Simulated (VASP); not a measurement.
**VASP 6.6.1 run: NaF**

INCAR

```
NBANDS = 14
EDIFF = 1E-7
NSW = 0
LCHARG = .FALSE.
ENCUT = 520
ISMEAR = -1
SIGMA = 0.02
LASPH = .TRUE.
LWAVE = .FALSE.
LREAL = .FALSE.
NELM = 73
ISIF = 2
PREC = Accurate
GGA = PE
IBRION = -1
```

KPOINTS

```
KPOINTS created by Atomic Simulation Environment
0
Monkhorst-Pack
12 12 12
0 0 0
```

POSCAR

```
Na F
 1.0000000000000000
    -0.0403965482000000    2.5217462002000000    2.5217462002000000
     2.5217462002000000   -0.0403965482000000    2.5217462002000000
     2.5217462002000000    2.5217462002000000   -0.0403965482000000
 Na  F
   1   1
Cartesian
 -0.0089246222171929 -0.0089246222171929 -0.0089246222171929
  1.2596985852671925  1.2596985852671925  1.2596985852671925
```

The recommended PBE PAW datasets give the neutral cell 14 valence electrons.

Command

```
mpirun -np 1 vasp_std
```

How does this run end, and what does it give?

It converged. Results: gap between bands v and c on the k mesh 5.59 eV; least direct gap on the k mesh 5.61 eV; pressure 1.4 GPa. Band v is the last that the valence electrons fill when counted band by band, and c is the next.

OSZICAR

```
N       E                     dE             d eps       ncg     rms          rms(c)
DAV:   1     0.110604512260E+03    0.11060E+03   -0.76625E+03  5126   0.113E+03
DAV:   2    -0.309219008193E+01   -0.11370E+03   -0.10545E+03  5576   0.325E+02
DAV:   3    -0.951334752215E+01   -0.64212E+01   -0.64062E+01  6374   0.722E+01
DAV:   4    -0.957534726415E+01   -0.62000E-01   -0.61997E-01  5666   0.782E+00
DAV:   5    -0.957612590594E+01   -0.77864E-03   -0.77864E-03  6530   0.869E-01    0.604E+00
DAV:   6    -0.839195936928E+01    0.11842E+01   -0.42056E+00  6976   0.164E+01    0.208E+00
DAV:   7    -0.837490720915E+01    0.17052E-01   -0.40357E-02  5228   0.205E+00    0.120E+00
DAV:   8    -0.838533216682E+01   -0.10425E-01   -0.44438E-02  5504   0.335E+00    0.212E-01
DAV:   9    -0.838811439198E+01   -0.27822E-02   -0.98209E-03  6182   0.104E+00    0.207E-01
DAV:  10    -0.838759963170E+01    0.51476E-03   -0.38016E-03  5816   0.788E-01    0.191E-02
DAV:  11    -0.838760538195E+01   -0.57503E-05   -0.83726E-05  5864   0.950E-02    0.643E-03
DAV:  12    -0.838761293309E+01   -0.75511E-05   -0.22073E-05  5558   0.407E-02    0.757E-03
DAV:  13    -0.838761227538E+01    0.65771E-06   -0.26880E-06  6566   0.179E-02    0.117E-03
DAV:  14    -0.838761225881E+01    0.16566E-07   -0.18024E-07  5564   0.403E-03
   1 F= -.83876123E+01 E0= -.83876123E+01  d E =-.228316E-13
```

The shifted mesh misses Γ, so a band edge there is missed.

For comparison, a separate PBE run of the intended cell, on usual settings and not on those above, gives a gap of 5.54 eV on its mesh and a pressure of 1.4 GPa.
